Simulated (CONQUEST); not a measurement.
**CuI (Marshite) under changes of volume**

One of the cells (27.859 Å³/atom); the others are scaled copies at fixed shape and fractional positions:

```
I Cu
1.0
     4.28719    0.00000    0.00000
     0.00000    4.28719    0.00000
     0.00000    0.00000    6.06300
I Cu
2 2
Direct
  0.00000 0.00000 0.00000
  0.50000 0.50000 0.50000
  0.00000 0.50000 0.25000
  0.50000 0.00000 0.75000
```

```yaml
Program: CONQUEST 1.3
Functional: PBE
Potentials_or_basis: PseudoDojo NC PBE, DZP, grid of 48 × 48 × 64 points
k_mesh: 6 × 6 × 5
Occupations: fermi-dirac, width 0.05 eV
Spin: no spin polarisation
```

```tsv
volume (Å³/atom)	energy over the lowest point (meV/atom)	pressure (GPa)	gap on the mesh (eV)
26.188	35.00	4.5	1.67
26.745	21.45	3.4	1.60
27.302	11.40	2.4	1.53
27.859	4.60	1.5	1.47
28.417	0.99	0.7	1.41
28.974	0.00	-0.1	1.35
29.531	?	?	?
```

Question: What does the run at 29.531 Å³/atom give?

Answer: Energy over the lowest point 1.35 meV/atom; pressure -0.7 GPa; gap on the mesh 1.29 eV.

Worked out: A Birch-Murnaghan fit of order 3 (a polynomial in V^(-2/3)) to the other rows has its minimum at 28.89 Å³/atom with B0 = V·E''(V) = 39 GPa and B' = 3.1. It gives 1.68 meV/atom at 29.531 Å³/atom, against the run's 1.35, and -dE/dV = -0.8 GPa, against -0.7. A straight line through the other rows of the gap, of slope -3.15 eV per unit of ln V, extrapolates to 1.29 eV, against the run's 1.29.

Energies are extrapolated to zero smearing.

Caveats: spin-orbit coupling is left out, which moves the levels of the heavy elements; an odd mesh through Γ misses points on the zone boundary, where band edges often lie; the basis of atomic orbitals isn't converged, which shifts pressures, moduli and gaps; the real-space grid breaks the cell's symmetry a little (some runs).
